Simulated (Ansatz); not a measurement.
## Bands of Li$_{2}$Se

```
Li Se
1.0
     0.00000    3.00250    3.00250
     3.00250    0.00000    3.00250
     3.00250    3.00250    0.00000
Li Se
2 1
Direct
  0.25000 0.25000 0.25000
  0.75000 0.75000 0.75000
  0.00000 0.00000 0.00000
```

Atoms are numbered in the order listed.

The cell is COD entry 1011373, as deposited and not checked against the literature; nothing was relaxed.

Method: Ansatz 0.2.0, DFT, PBE, all-electron LAPW, scalar-relativistic.

Numerical set-up: a Γ-centred 9×9×9 k mesh, Fermi–Dirac smearing of 0.03 eV, basis error target 1 meV/atom, no spin polarisation.

Points in fractions of the reciprocal vectors of this cell: Γ (0, 0, 0), X (0.5, 0, 0.5), U (0.625, 0.25, 0.625), K (0.375, 0.375, 0.75), L (0.5, 0.5, 0.5), W (0.5, 0.25, 0.75). The path joins them by straight lines in the order Γ–X–U–K–Γ–L–W–X; legs that retrace an earlier one aren't tabulated. Energies are in eV from the top of the valence band.

(1) List the levels at W between -14 and 5.5 eV.

(2) List the levels at X between -14 and 5.5 eV.

(3) List the levels at Γ between -14 and 5.5 eV.

(4) What is the band gap?

Results:

(1) -10.91, -1.90 (×2), -1.75, 5.15.

(2) -10.92, -2.28, -1.43 (×2), 2.98.

(3) -11.39, 0.00 (×3), 3.38.

(4) 2.98 eV, indirect from Γ to X (0.5, 0, 0.5).
